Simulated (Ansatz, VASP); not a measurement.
## NaCl: VASP beside Ansatz

```
CELL_PARAMETERS angstrom
0.00000 2.79406 2.79406
2.79406 0.00000 2.79406
2.79406 2.79406 0.00000
ATOMIC_POSITIONS crystal
Cl 0.50000 0.50000 0.50000
Na 0.00000 0.00000 0.00000
```

The cell is a database's computed one.

Alike in both runs: task single point; functional PBE; k mesh 8 × 8 × 8; occupations gaussian, width 0.05 eV; no spin polarisation.

|  | VASP | Ansatz |
| --- | --- | --- |
| version | VASP 6.6.1 | Ansatz 0.2.0 |
| potentials or method | VASP PAW PBE potentials, release 64 (Cl, Na_pv), cutoff 520 eV | all-electron LAPW, scalar-relativistic |

Ansatz gave:

| Property | Result |
| --- | --- |
| gap on the k mesh at the Fermi level (eV) | 5.22 |
| least direct gap on the mesh (eV) | 5.22 |
| pressure (GPa) | 1.6 |

Q: Estimate VASP's values.

A: gap on the k mesh at the Fermi level (eV): 5.22; least direct gap on the mesh (eV): 5.22; pressure (GPa): 1.5.

Ansatz ran all-electron here, so the differences hold the error of VASP's frozen core and of both bases.

Expect the measured gap to be larger: semilocal functionals such as PBE lack the derivative discontinuity.
